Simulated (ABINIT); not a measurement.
# WC (Qusongite) (P-6m2) in ABINIT: a series of runs

The runs below take WC (Qusongite) through single point, with r2SCAN.

Program: ABINIT 10.8.3 (patched build). These are calculated values, not measurements. Logs are shortened: lines on timing, memory, paths and dates and some standing lists are left out, and cuts for length are marked. The log counts tension as positive stress, the text compression.

### Step 1. The crystal as given

The structure is hexagonal, space group P-6m2 (No. 187). The conventional cell has a = 2.907 Å, b = 2.907 Å, c = 2.837 Å, α = 90.00°, β = 90.00°, γ = 120.00°. W (site symmetry -6m2) is surrounded by 6 C at 2.20 Å. C (site symmetry -6m2) has 6 W at 2.20 Å as nearest neighbours.

### Step 2. Single point, r2SCAN

run.abi

```
# Pseudopotentials
pp_dirpath "./"
pseudos "W.upf, C.upf"

# Structure
acell 5.4924889812 5.4924889812 5.3603971251
rprim
     1.0000000000     0.0000000000     0.0000000000
    -0.5000000000     0.8660254038     0.0000000000
     0.0000000000     0.0000000000     1.0000000000
ntypat 2
znucl 74 6
natom 2
typat 1 2
xred
     0.0000000000     0.0000000000     0.0000000000
     0.6666666667     0.3333333333     0.5000000000

# Plane-wave basis
ecut 54.0

# k points
kptopt 1
ngkpt 10 10 9
nshiftk 1
shiftk 0.0 0.0 0.0

# Exchange and correlation
ixc -497498
usekden 1
nc_xccc_gspace 1
boxcutmin 3.0

# Bands and occupations
nband 13
occopt 3
tsmear 0.00183747

# SCF cycle
nstep 100
tolvrs 1.0e-9

# Output
iomode 3
prtwf 0
prteig 0
prtebands 0
enunit 2
prtden 1
prtvha 1
prtvclmb 1
prtpot 1
```

Potentials or basis: Ansatz NC r2SCAN.

Command:

```
> mpirun --bind-to none -np 4 abinit run.abi > log 2>&1
```

run.abo:

```text
[... set-up lines left out ...]
 ETOT  1  -87.189630790641    -8.719E+01 1.949E-01 2.968E+03
 ETOT  2  -87.170836747811     1.879E-02 6.277E-02 3.913E+03
 ETOT  3  -87.326558432914    -1.557E-01 1.551E-02 2.542E+01
 ETOT  4  -87.327397017514    -8.386E-04 8.745E-03 3.202E-01
 ETOT  5  -87.327400442963    -3.425E-06 6.696E-03 6.862E-02
 ETOT  6  -87.327402977601    -2.535E-06 8.802E-03 1.190E-03
 ETOT  7  -87.327403003577    -2.598E-08 2.719E-03 8.898E-06
 ETOT  8  -87.327403003680    -1.025E-10 2.467E-03 2.168E-07
 ETOT  9  -87.327403003683    -3.737E-12 5.505E-04 5.521E-09
 ETOT 10  -87.327403003686    -2.402E-12 5.298E-04 1.233E-10

 At SCF step   10       vres2   =  1.23E-10 < tolvrs=  1.00E-09 =>converged.

Result for kinetic energy density :

--------------------------------------------------------------------------------
 Total kinetic energy density [Ha/Bohr^3]
)     Maximum=    2.5090E+00  at reduced coord.    0.6667    0.3333    0.5000
)     Minimum=    1.1570E-02  at reduced coord.    0.3333    0.6667    0.0000
   Integrated=    2.5205E+01
--------------------------------------------------------------------------------

 Cartesian components of stress tensor (hartree/bohr^3)
  sigma(1 1)= -8.55509532E-05  sigma(3 2)=  0.00000000E+00
  sigma(2 2)= -8.55509537E-05  sigma(3 1)=  0.00000000E+00
  sigma(3 3)= -1.96859001E-05  sigma(2 1)=  0.00000000E+00

--- !ResultsGS
iteration_state: {dtset: 1, }
comment   : Summary of ground state results
lattice_vectors:
- [  5.4924890,   0.0000000,   0.0000000, ]
- [ -2.7462445,   4.7566350,   0.0000000, ]
- [  0.0000000,   0.0000000,   5.3603971, ]
lattice_lengths: [   5.49249,    5.49249,    5.36040, ]
lattice_angles: [ 90.000,  90.000, 120.000, ] # degrees, (23, 13, 12)
lattice_volume:   1.4004448E+02
convergence: {deltae: -2.402E-12, res2:  1.233E-10, residm:  5.298E-04, diffor: null, }
etotal    :  -8.73274030E+01
entropy   :   0.00000000E+00
fermie    :   6.35116770E-01
cartesian_stress_tensor: # hartree/bohr^3
- [ -8.55509532E-05,   0.00000000E+00,   0.00000000E+00, ]
- [  0.00000000E+00,  -8.55509537E-05,   0.00000000E+00, ]
- [  0.00000000E+00,   0.00000000E+00,  -1.96859001E-05, ]
pressure_GPa:   1.8711E+00
xred      :
- [  0.0000E+00,   0.0000E+00,   0.0000E+00,  W]
- [  6.6667E-01,   3.3333E-01,   5.0000E-01,  C]
cartesian_forces: # hartree/bohr
- [  3.92193081E-28,   2.26432781E-28,  -0.00000000E+00, ]
- [ -3.92193081E-28,  -2.26432781E-28,  -0.00000000E+00, ]
force_length_stats: {min:   4.52865562E-28, max:   4.52865562E-28, mean:   4.52865562E-28, }
...

 Integrated electronic density in atomic spheres:
 ------------------------------------------------
 Atom  Sphere_radius  Integrated_density
    1        2.00000         10.17663490
    2        2.00000          4.11042635
================================================================================

 ----iterations are completed or convergence reached----

 Mean square residual over all n,k,spin=   11.705E-07; max=  52.975E-05
 reduced coordinates (array xred) for    2 atoms
       0.000000000000      0.000000000000      0.000000000000
       0.666666666667      0.333333333333      0.500000000000
 rms dE/dt=  1.7588E-27; max dE/dt=  4.3082E-27; dE/dt below (all hartree)
    1       0.000000000000      0.000000000000      0.000000000000
    2       0.000000000000      0.000000000000      0.000000000000

 cartesian coordinates (angstrom) at end:
    1      0.00000000000000     0.00000000000000     0.00000000000000
    2      1.45324999900754     0.83903427814190     1.41829999903425

 cartesian forces (hartree/bohr) at end:
    1      0.00000000000000     0.00000000000000    -0.00000000000000
    2     -0.00000000000000    -0.00000000000000    -0.00000000000000
 frms,max,avg= 2.6146205E-28 3.9219308E-28   0.000E+00  0.000E+00  0.000E+00 h/b

 cartesian forces (eV/Angstrom) at end:
    1      0.00000000000000     0.00000000000000    -0.00000000000000
    2     -0.00000000000000    -0.00000000000000    -0.00000000000000
 frms,max,avg= 1.3444919E-26 2.0167379E-26   0.000E+00  0.000E+00  0.000E+00 e/A
 length scales=  5.492488981200  5.492488981200  5.360397125100 bohr
              =  2.906499998015  2.906499998015  2.836599998068 angstroms
 Fermi (or HOMO) energy (hartree) =   0.63512   Average Vxc (hartree)=  -0.56599
 Eigenvalues (hartree) for nkpt=  70  k points:
 kpt#   1, nband= 13, wtk=  0.00111, kpt=  0.0000  0.0000  0.0000 (reduced coord)
  -2.15500   -0.80725   -0.80322   -0.80322    0.07389    0.46928    0.50609    0.50609
   0.63729    0.75992    0.75992    0.85250    0.85250
      occupation numbers for kpt#   1
   2.00000    2.00000    2.00000    2.00000    2.00000    2.00000    2.00000    2.00000
   0.46885    0.00000    0.00000    0.00000    0.00000
 prteigrs : prtvol=0 or 1, do not print more k-points.

 Fermi (or HOMO) energy (eV) =  17.28241   Average Vxc (eV)= -15.40125
 Eigenvalues (   eV  ) for nkpt=  70  k points:
 kpt#   1, nband= 13, wtk=  0.00111, kpt=  0.0000  0.0000  0.0000 (reduced coord)
 -58.64060  -21.96651  -21.85672  -21.85672    2.01066   12.76975   13.77128   13.77128
  17.34158   20.67837   20.67837   23.19773   23.19775
 prteigrs : prtvol=0 or 1, do not print more k-points.

--- !EnergyTerms
iteration_state     : {dtset: 1, }
comment             : Components of total free energy in Hartree
kinetic             :  2.52054913526606E+01
hartree             :  8.58023002046720E+00
xc                  : -2.46183945873589E+01
Ewald energy        : -6.60113243267428E+01
psp_core            :  2.15100567315363E+00
local_psp           : -4.18800640524893E+01
non_local_psp       :  9.24572308016916E+00
internal            : -8.73273328401404E+01
'-kT*entropy'       : -7.01635453716536E-05
total_energy        : -8.73274030036858E+01
total_energy_eV     : -2.37629969299174E+03
band_energy         : -4.87719744185107E+00
...

 Cartesian components of stress tensor (hartree/bohr^3)
  sigma(1 1)= -8.55509532E-05  sigma(3 2)=  0.00000000E+00
  sigma(2 2)= -8.55509537E-05  sigma(3 1)=  0.00000000E+00
  sigma(3 3)= -1.96859001E-05  sigma(2 1)=  0.00000000E+00

-Cartesian components of stress tensor (GPa)         [Pressure=  1.8711E+00 GPa]
- sigma(1 1)= -2.51699594E+00  sigma(3 2)=  0.00000000E+00
- sigma(2 2)= -2.51699596E+00  sigma(3 1)=  0.00000000E+00
- sigma(3 3)= -5.79179178E-01  sigma(2 1)=  0.00000000E+00

== END DATASET(S) ==============================================================
================================================================================

 -outvars: echo values of variables after computation  --------
            acell      5.4924889812E+00  5.4924889812E+00  5.3603971251E+00 Bohr
           etotal     -8.7327403004E+01
            fcart      3.9219308148E-28  2.2643278116E-28 -0.0000000000E+00
                      -3.9219308148E-28 -2.2643278116E-28 -0.0000000000E+00
            rprim      1.0000000000E+00  0.0000000000E+00  0.0000000000E+00
                      -5.0000000000E-01  8.6602540380E-01  0.0000000000E+00
                       0.0000000000E+00  0.0000000000E+00  1.0000000000E+00
           strten     -8.5550953160E-05 -8.5550953709E-05 -1.9685900136E-05
                       0.0000000000E+00  0.0000000000E+00  0.0000000000E+00
           xangst      0.0000000000E+00  0.0000000000E+00  0.0000000000E+00
                       1.4532499990E+00  8.3903427814E-01  1.4182999990E+00
             xred      0.0000000000E+00  0.0000000000E+00  0.0000000000E+00
                       6.6666666667E-01  3.3333333333E-01  5.0000000000E-01
 Calculation completed.
```

It took 3.9 min on 4 MPI ranks of Intel Xeon Platinum 8175M at 2.50GHz (Skylake/Cascade Lake), shared host; peak memory 0.6 GiB.

What came out:

- Free energy: -2376.2997 eV
- Pressure: 1.9 GPa
- Band gap on the k mesh: none (metal or under the smearing width)
- Valence electrons inside the program's atomic spheres: W 10.18; C 4.11

Spin-orbit coupling is left out, which matters for the levels of W.

### Step 3. Single point, r2SCAN

Changes to run.abi since step 2:

```diff
@@ -2,3 +2,3 @@
 pp_dirpath "./"
-pseudos "W.upf, C.upf"
+pseudos "W_ONCV_PBE-1.2.upf, C_ONCV_PBE-1.2.upf"
 
@@ -19,3 +19,3 @@
 # Plane-wave basis
-ecut 54.0
+ecut 48.0
 
@@ -30,7 +30,5 @@
 usekden 1
-nc_xccc_gspace 1
-boxcutmin 3.0
 
 # Bands and occupations
-nband 13
+nband 20
 occopt 3
@@ -52 +50,2 @@
 prtpot 1
+prtelf 1
```

Potentials or basis: SG15 NC PBE v1.2.

Command:

```
> mpirun --bind-to none -np 4 abinit run.abi > log 2>&1
```

Run time: 1.9 min. Hardware: 4 MPI ranks of Intel Xeon Platinum 8175M at 2.50GHz (Skylake/Cascade Lake), shared host; peak memory 0.32 GiB.

Results (log left out):

* Free energy: -7540.5759 eV
* Pressure: -8.9 GPa
* Band gap on the k mesh: none (metal or under the smearing width)
* Valence electrons inside the program's atomic spheres: W 24.10; C 4.07

Stress tensor (GPa, compression positive):
```
 -7.84   0.00   0.00
  0.00  -7.84   0.00
  0.00   0.00 -11.14
```

Levels at points of the mesh, in eV from the Fermi level:
```csv
k point,band 12,band 13,band 14,band 15,band 16,band 17,band 18,band 19,band 20
"(0.00, 0.00, 0.00)",-15.05,-4.37,-3.40,-3.40,0.26,3.13,3.13,5.91,5.91
"(0.50, 0.00, 0.00)",-11.75,-7.13,-3.68,-3.60,-0.36,2.26,4.46,4.91,7.21
```

Caveat: the potentials were made for another functional, which shifts forces and pressure. Spin-orbit coupling is left out, which matters for the levels of W.

### Step 4. Single point, r2SCAN

Changes to run.abi since step 3:

```diff
@@ -2,3 +2,3 @@
 pp_dirpath "./"
-pseudos "W_ONCV_PBE-1.2.upf, C_ONCV_PBE-1.2.upf"
+pseudos "W.upf, C.upf"
 
@@ -19,3 +19,3 @@
 # Plane-wave basis
-ecut 48.0
+ecut 49.0
 
@@ -30,5 +30,7 @@
 usekden 1
+nc_xccc_gspace 1
+boxcutmin 3.0
 
 # Bands and occupations
-nband 20
+nband 13
 occopt 3
@@ -50,2 +52 @@
 prtpot 1
-prtelf 1
```

Potentials or basis: PseudoDojo NC SR PBE v0.4.1 standard.

Command:

```
> mpirun --bind-to none -np 4 abinit run.abi > log 2>&1
```

It took 3.4 min on 4 MPI ranks of Intel Xeon Platinum 8175M at 2.50GHz (Skylake/Cascade Lake), shared host; peak memory 0.52 GiB.

Results (log left out):

```
Free energy                                           : -2262.0433 eV
Pressure                                              : 1.1 GPa
Band gap on the k mesh                                : none (metal or under the smearing width)
Valence electrons inside the program's atomic spheres : W 10.21; C 4.10
```

Stress tensor (GPa, compression positive):
```
 1.64  0.00  0.00
 0.00  1.64  0.00
 0.00  0.00 -0.09
```

Levels at points of the mesh, in eV from the Fermi level:
| k point | band 5 | band 6 | band 7 | band 8 | band 9 | band 10 | band 11 | band 12 | band 13 |
| --- | --- | --- | --- | --- | --- | --- | --- | --- | --- |
| (0.00, 0.00, 0.00) | -15.42 | -4.50 | -3.49 | -3.49 | 0.12 | 3.33 | 3.33 | 5.95 | 5.95 |
| (0.50, 0.00, 0.00) | -12.00 | -7.37 | -3.77 | -3.71 | -0.48 | 2.42 | 4.67 | 5.04 | 7.27 |

Caveat: a meta-GGA on potentials with a model core is unreliable; the potentials were made for another functional, which shifts forces and pressure.

### Step 5. Overview

| potentials or basis | cutoff (eV) | gap on the mesh (eV) | pressure (GPa) |
| --- | --- | --- | --- |
| Ansatz NC r2SCAN | 1469 | none | 1.9 |
| SG15 NC PBE v1.2 | 1306 | none | -8.9 |
| PseudoDojo NC SR PBE v0.4.1 standard | 1333 | none | 1.1 |

Alike in all rows: task single point; level r2SCAN; no spin polarisation; cell as given; k mesh 10 × 10 × 9; smearing fermi-dirac 0.05 eV.

Caveats: the potentials were made for another functional, which shifts forces and pressure (some runs); a meta-GGA on potentials with a model core is unreliable (some runs).

Total energies depend on the potentials used, so only differences within one code and one set of settings carry meaning.
